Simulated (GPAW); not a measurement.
Set up this calculation in GPAW 26.7.0, as an ASE script.

* Task: relaxation of cell and atoms
* Functional: PBEsol
* Potentials or basis: PAW data sets generated in the run's folder for this functional
* Cutoff: 600 eV
* Basis: pw
* k mesh: 7 × 7 × 4
* Occupations: fermi-dirac, width 0.05 eV
* Spin: no spin polarisation
* Target pressure: 30 GPa
* Maxiter: 150
* Optimizer: BFGS
* Fmax: 0.02 eV/Å
* Max steps: 60
* Target pressure: 30 GPa
* Convergence: density=1e-05 forces=0.0001

Ge:

```
CELL_PARAMETERS angstrom
3.99759 0.00000 0.00000
-1.99879 3.46201 0.00000
0.00000 0.00000 6.59938
ATOMIC_POSITIONS crystal
Ge 0.33333 0.66667 0.93710
Ge 0.66667 0.33333 0.43710
Ge 0.33333 0.66667 0.56290
Ge 0.66667 0.33333 0.06290
```

This isn't the form of Ge at room conditions, which is diamond.

One way to write it, as run:

run.py

```python
from ase import Atoms
from ase.filters import FrechetCellFilter
from ase.io import write
from ase.optimize import BFGS
from ase.units import GPa
from gpaw import GPAW, PW, setup_paths

setup_paths.insert(0, '.')

atoms = Atoms(['Ge', 'Ge', 'Ge', 'Ge'],
              cell=[[3.9975858431, 0.0, 0.0],
                    [-1.9987929216, 3.462010894, 0.0],
                    [0.0, 0.0, 6.59937795]],
              scaled_positions=[[0.3333333333, 0.6666666667, 0.93709875],
                                [0.6666666667, 0.3333333333, 0.43709875],
                                [0.3333333333, 0.6666666667, 0.56290125],
                                [0.6666666667, 0.3333333333, 0.06290125]],
              pbc=True)

calc = GPAW(mode=PW(600),
            xc='PBEsol',
            kpts={'size': (7, 7, 4), 'gamma': True},
            occupations={'name': 'fermi-dirac', 'width': 0.05},
            nbands=18,
            convergence={'density': 1e-05, 'forces': 0.0001},
            maxiter=150,
            txt='gpaw.txt')
atoms.calc = calc
opt = BFGS(FrechetCellFilter(atoms, scalar_pressure=30 * GPa), trajectory='relax.traj', logfile='-')
done = opt.run(fmax=0.02, steps=60)
calc.write('gs.gpw')
write('result.traj', atoms)
print('Converged:', done)
print('Cell:', atoms.cell.cellpar().round(4))
print('Volume:', round(atoms.get_volume(), 4))
print(atoms.get_scaled_positions().round(5))
```

Potentials or basis: PAW data sets generated in the run's folder for this functional, pw.

Run with:

```bash
$ gpaw-setup -f PBEsol Ge
$ OMP_NUM_THREADS=1 python run.py
```

Results of the run:

```
Relaxed volume                                         : 17.93 Å³/atom
Relaxed cell                                           : a = 3.682 Å, b = 3.682 Å, c = 6.108 Å, α = 90.00°, β = 90.00°, γ = 120.00°
Space group after relaxing (to 0.05 Å)                 : P6_3/mmc (No. 194)
Energy change on relaxing (the enthalpy is what falls) : +371.9 meV/atom
Ionic steps                                            : 9
Pressure after relaxing                                : 30.0 GPa
Largest force after relaxing                           : 0.006 eV/Å
Band gap on the k mesh                                 : none (metal or under the smearing width)
```

Caveat: later steps reuse the first step's grids; the volume moved by over 15 % at a fixed basis, so the end points are rough.

Wall time 2.3 min on 1 thread of Arm Neoverse V2, with other jobs on the host, peak memory 0.26 GiB.
